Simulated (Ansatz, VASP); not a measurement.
# Two plane-wave programs on ZnO

```
CELL_PARAMETERS angstrom
1.46134 -3.59626 0.00000
1.46134 3.59626 0.00000
0.00000 0.00000 2.89416
ATOMIC_POSITIONS crystal
Zn 0.00000 0.00000 0.00000
O 0.50000 0.50000 0.50000
```

Change from the starting cell: volume scaled by 1.06.

Alike in both runs: task single point; functional PBE; k mesh 10 × 10 × 9; occupations fermi-dirac, width 0.05 eV; no spin polarisation.

```csv
,VASP,Ansatz
version,VASP 6.6.1,Ansatz 0.2.0
potentials or method,"VASP PAW PBE potentials, release 64 (Zn, O)",Ansatz PAW
plane-wave cutoff (eV),520,420
valence electrons in the cell,18,18
```

Ansatz gave:

```
gap on the k mesh at the Fermi level (eV)       : none
pressure (GPa)                                  : -5.6
largest component of the traceless stress (GPa) : 5.34
```

**Question.** What did VASP give for the same quantities?

**Answer.** gap on the k mesh at the Fermi level (eV): none; pressure (GPa): -4.9; largest component of the traceless stress (GPa): 4.59.

A gap of «none» marks a metal or a gap that the smearing closes.

Caveats: the pressure holds a Pulay correction of +0.6 GPa for the finite cutoff (Ansatz).
